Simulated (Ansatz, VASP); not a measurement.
One calculation of Sb, two programs

```
CELL_PARAMETERS angstrom
2.08608 1.20440 3.74400
-2.08608 1.20440 3.74400
0.00000 -2.40880 3.74400
ATOMIC_POSITIONS crystal
Sb 0.23364 0.23364 0.23364
Sb 0.76636 0.76636 0.76636
```

Change from the starting cell: equal xx and yy strain of -3 %.

Alike in both runs: task single point; functional PBEsol; k mesh 9 × 9 × 9; occupations fermi-dirac, width 0.05 eV; no spin polarisation.

|  | VASP | Ansatz |
| --- | --- | --- |
| version | VASP 6.6.1 | Ansatz 0.2.0 |
| potentials or method | VASP PAW PBE potentials, release 64 (Sb), cutoff 520 eV | all-electron LAPW, scalar-relativistic |

```csv
,VASP,Ansatz,Ansatz less VASP
pressure (GPa),5.0,4.7,-0.29
largest component of the traceless stress (GPa),1.52,1.46,-0.057
rms of the force components (eV/Å),0.336,0.289,-0.0467
```

Atom by atom the forces differ by 0.047 eV/Å (rms over components). Ansatz ran all-electron here, so the differences hold the error of VASP's frozen core and of both bases.

Caveats: the PAW data sets were made with another functional, which shifts forces and pressure a little (VASP). The runs have no spin-orbit coupling, so splittings on Sb are missing.
